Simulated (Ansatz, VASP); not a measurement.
**One calculation of TePt (series), two programs**

```xyz
4
Lattice="1.9816 1.1441 6.6610 -1.9816 1.1441 6.6610 0.0000 -2.2881 6.6610" Properties=species:S:1:pos:R:3 pbc="T T T"
Te    0.0000    0.0000   11.9499
Te    0.0000    0.0000    8.0332
Pt    0.0000    0.0000   17.3920
Pt    0.0000    0.0000    2.5911
```

Alike in both runs: task single point; functional PBEsol; dispersion D3(BJ); k mesh 9 × 9 × 9; occupations gaussian, width 0.1 eV; no spin polarisation.

|  | VASP | Ansatz |
| --- | --- | --- |
| version | VASP 6.6.1 | Ansatz 0.2.0 |
| potentials or method | VASP PAW PBE potentials, release 64 (Te, Pt) | scalar-relativistic, plane waves, PAW |
| plane-wave cutoff (eV) | 520 | 800 |
| valence electrons in the cell | 32 | 68 |

|  | VASP | Ansatz | Ansatz less VASP |
| --- | --- | --- | --- |
| gap on the k mesh at the Fermi level (eV) | none | none | - |
| pressure (GPa) | -4.5 | -4.3 | +0.14 |
| largest component of the traceless stress (GPa) | 0.04 | 0.07 | +0.026 |
| rms of the force components (eV/Å) | 0.066 | 0.066 | +0.0004 |

Atom by atom the forces differ by 0.003 eV/Å (rms over components). A gap of «none» marks a metal or a gap that the smearing closes. With one functional, cell and mesh, what is left measures potentials, basis and numerics. The two sets of potentials don't hold the same shells in valence.

Caveats: the PAW data sets were made with another functional, which shifts forces and pressure a little (VASP); pairwise dispersion overbinds metals, which lowers pressure and volume. The runs have no spin-orbit coupling, so splittings on Pt, Te are missing.
